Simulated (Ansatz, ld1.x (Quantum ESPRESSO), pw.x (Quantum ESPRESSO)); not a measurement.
C: does the ultrasoft potential hold in the solid?

```json
{
  "Element": "carbon (C)",
  "Generator": "ld1.x (Quantum ESPRESSO) 7.5",
  "Type": "ultrasoft",
  "Functional": "PBE",
  "Relativity": "scalar-relativistic",
  "Frozen core": "[He]",
  "Valence charge": "4",
  "Reference configuration": "2s2 2p1.5 (charge +0.5)",
  "Partial waves": "2s (bound): rcut 0.90, rcutus 1.25 bohr; 2s channel at -0.95 Ry: rcut 0.90, rcutus 1.25 bohr; 2p (bound): rcut 1.85, rcutus 2.05 bohr; 2p channel at 2.2 Ry: rcut 1.85, rcutus 2.05 bohr",
  "Local potential": "all-electron potential smoothed inside 1.60 bohr (lloc = -2)",
  "Core correction": "a·sin(br)/r model core, default radius (core density twice the valence density)",
  "Augmentation charge": "PSQ, inside the norm-conserving radii"
}
```

Atomic tests: cutoffs needed: 15 Ry and 21 Ry (the cutoffs (Ry, on a coarse ladder) from which the occupation-weighted sum of valence levels, in a spherical-Bessel basis at the reference potential, stays within 10 and 1 mRy of its value at 400 Ry); ghost test: no extra level below or beside the all-electron valence levels (s, p, d, f tested) (spherical-Bessel basis up to 400 Ry, 20 bohr box); largest excitation error: -95 meV (all-electron minus pseudo) for 2s1 2p0, out of 7 test configurations.

Crystal test: bcc C in pw.x 7.5, no spin, 18³ k-points, Fermi–Dirac smearing 0.01 Ry, cutoffs 40/360 Ry. The reference is all-electron LAPW (Ansatz 0.2.0) with the same functional, mesh and smearing; V0 and B0 come from Birch–Murnaghan fits to the pressures at five volumes. Errors are pseudo minus all-electron; Δ is the rms difference of the E(V) curves that follow from these fits, minima aligned, over ±6 % about the mean V0. Mesh and smearing are coarse, so the numbers serve the comparison and aren't converged zero-temperature values; the lattice is a test structure that the element need not adopt.

All-electron: a0 = 2.375 Å (V0 = 6.70 Å³/atom), B0 = 182.8 GPa.

Question: How far does the potential miss the all-electron equation of state?

Answer: mean pressure error (GPa): +10.07. The pressure does not cross zero within the volumes sampled, so no fit is given. The largest radius (2.05 bohr) exceeds half the bond length (1.93 bohr), so the spheres overlap, which is one possible source of error among others. This is a poor potential for the solid.

```tsv
V (Å³/atom)	P all-electron (GPa)	P pseudo (GPa)
6.226	15.56	27.31
6.390	9.46	20.27
6.554	4.10	14.02
6.718	-0.60	8.67
6.882	-4.71	3.90
```

Question: At the middle volume, how do free energy and pressure move when the wave cutoff is lowered (ecutrho held at 360 Ry)?

Answer:

```tsv
cutoff (Ry)	shift of F (meV/atom)	shift of P (GPa)
18	+266.9	+7.94
24	+93.1	-4.84
32	+5.6	-1.08
```

Input at the middle volume:

```
&control
  calculation='scf', prefix='x', pseudo_dir='./', outdir='./tmp', tstress=.true., disk_io='none'
/
&system
  ibrav=0, nat=1, ntyp=1, ecutwfc=40, ecutrho=360, nbnd=9,
  occupations='smearing', smearing='fd', degauss=0.01
/
&electrons
  conv_thr=1e-09, mixing_beta=0.4, electron_maxstep=70
/
ATOMIC_SPECIES
C 1.0 C.UPF
CELL_PARAMETERS angstrom
  -1.17891406 1.17891406 1.17891406
  1.17891406 -1.17891406 1.17891406
  1.17891406 1.17891406 -1.17891406
ATOMIC_POSITIONS crystal
C 0.0000 0.0000 0.0000
K_POINTS automatic
18 18 18 0 0 0
```

```bash
pw.x < C.scf.in > C.scf.out
```

Lines of the output:

```
Message from routine setup:
     using ibrav=0 with symmetry is DISCOURAGED, use correct ibrav instead
     lattice parameter (alat)  =       3.8587  a.u.
     unit-cell volume          =      44.2286 (a.u.)^3
     number of electrons       =         4.00
     number of Kohn-Sham states=            9
     kinetic-energy cutoff     =      40.0000  Ry
     charge density cutoff     =     360.0000  Ry
     scf convergence threshold =      1.0E-09
     Exchange-correlation= PBE
     number of k points=   195  Fermi-Dirac smearing, width (Ry)=  0.0100
     iteration #  1     ecut=    40.00 Ry     beta= 0.40
     total energy              =     -12.09733508 Ry
     estimated scf accuracy    <       0.01084999 Ry
     iteration #  2     ecut=    40.00 Ry     beta= 0.40
     total energy              =     -12.09661613 Ry
     estimated scf accuracy    <       0.00294277 Ry
     iteration #  3     ecut=    40.00 Ry     beta= 0.40
     total energy              =     -12.09683590 Ry
     estimated scf accuracy    <       0.00000992 Ry
     iteration #  4     ecut=    40.00 Ry     beta= 0.40
     total energy              =     -12.09683860 Ry
     estimated scf accuracy    <       0.00000087 Ry
     iteration #  5     ecut=    40.00 Ry     beta= 0.40
     total energy              =     -12.09683870 Ry
     estimated scf accuracy    <          9.9E-09 Ry
     iteration #  6     ecut=    40.00 Ry     beta= 0.40
     the Fermi energy is    11.9958 ev
!    total energy              =     -12.09683871 Ry
     estimated scf accuracy    <          4.7E-10 Ry
     smearing contrib. (-TS)   =      -0.00152841 Ry
     The total energy is F=E-TS. E is the sum of the following terms:
     one-electron contribution =       5.01718701 Ry
     hartree contribution      =       0.34610431 Ry
     xc contribution           =      -4.39030786 Ry
     ewald contribution        =     -13.06829376 Ry
     convergence has been achieved in   6 iterations
          total   stress  (Ry/bohr**3)                   (kbar)     P=      140.19
     Message from routine punch:
     Nothing written, as per user request (disk_io='none')
```

The run at the middle volume (195 k-points, 6 iterations) took about 2.2 s on one core of a shared host (Neoverse-V2, 96 threads, 371 GiB, load 57).
